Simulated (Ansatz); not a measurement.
System: CaO (rock salt type), 2 atoms in the cell.

```
CELL_PARAMETERS angstrom
0.00000 2.41500 2.41500
2.41500 0.00000 2.41500
2.41500 2.41500 0.00000
ATOMIC_POSITIONS crystal
Ca 0.00000 0.00000 0.00000
O 0.50000 0.50000 0.50000
```

These are results of Ansatz 0.2.0 development build, PBE, plane waves, PAW datasets (generated hard set), not measurements.

Cutoff 700 eV; k-mesh 8×8×8 Γ-centred; Fermi–Dirac smearing of 0.1 eV; no spin polarisation.

Problem. How large is the gap on this mesh, is it direct, and where do the band edges lie (fractions of the reciprocal vectors of this cell)?

Solution. 3.65 eV, indirect from (0.000, 0.000, 0.000) to (0.000, -0.500, -0.500); the smallest direct gap is 4.03 eV.

Problem. List the levels near the gap at (0.000, 0.000, 0.000), (0.000, 0.000, -0.500), (0.000, 0.125, -0.250), (0.000, 0.250, -0.500), (0.000, 0.375, 0.375), (0.000, -0.500, -0.500), in eV from the top of the valence band (v1 is the highest filled band, c1 the lowest empty one).

Solution. 
| k | v4 | v3 | v2 | v1 | c1 | c2 | c3 |
| --- | --- | --- | --- | --- | --- | --- | --- |
| (0.000, 0.000, 0.000) | -15.49 | 0.00 | 0.00 | 0.00 | 4.61 | 6.20 | 6.20 |
| (0.000, 0.000, -0.500) | -14.36 | -2.59 | -1.16 | -1.16 | 6.99 | 8.28 | 8.28 |
| (0.000, 0.125, -0.250) | -14.72 | -1.86 | -0.92 | -0.64 | 6.16 | 7.12 | 7.27 |
| (0.000, 0.250, -0.500) | -14.78 | -1.77 | -1.06 | -0.78 | 5.33 | 7.77 | 8.73 |
| (0.000, 0.375, 0.375) | -15.10 | -1.57 | -0.37 | -0.37 | 3.93 | 7.56 | 8.62 |
| (0.000, -0.500, -0.500) | -15.25 | -1.31 | -0.38 | -0.38 | 3.65 | 7.94 | 8.81 |

A gap read on the mesh is an upper bound of this method's gap, since the mesh can miss a band edge. Semilocal functionals give gaps that mostly lie well below measured ones.
